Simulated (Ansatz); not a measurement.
The reference is SrF2 in the fluorite structure (space group Fm-3m, No. 225; a = 5.8573 Å). Axes: x, y, z lie along the cube axes.

Calculations: PBE/PAW in Ansatz (an electronic-structure program), without spin-orbit coupling.

Before the change:

| Property | Result |
|---|---|
| Smallest direct gap | 6.89 eV |
| Shortest interatomic distance | 2.536 Å |

Modification: a free-standing slab of 2 layers (6 atoms, 3 a layer) is cut normal to [111], with 15 Å of vacuum and the in-plane cell held at bulk.

Predict the new excess energy per area of both faces, smallest direct gap and shortest interatomic distance.

The excess energy per area of both faces (slab less bulk energy over the cell's area: twice a surface energy) is 0.68 J/m²; the smallest direct gap falls by 0.56 eV, from 6.89 eV to 6.33 eV; the shortest interatomic distance shrinks by 0.051 Å to 2.485 Å.

Slab and bulk use different k-meshes, which limits the precision of the excess energy. No phonon test of stability was made.
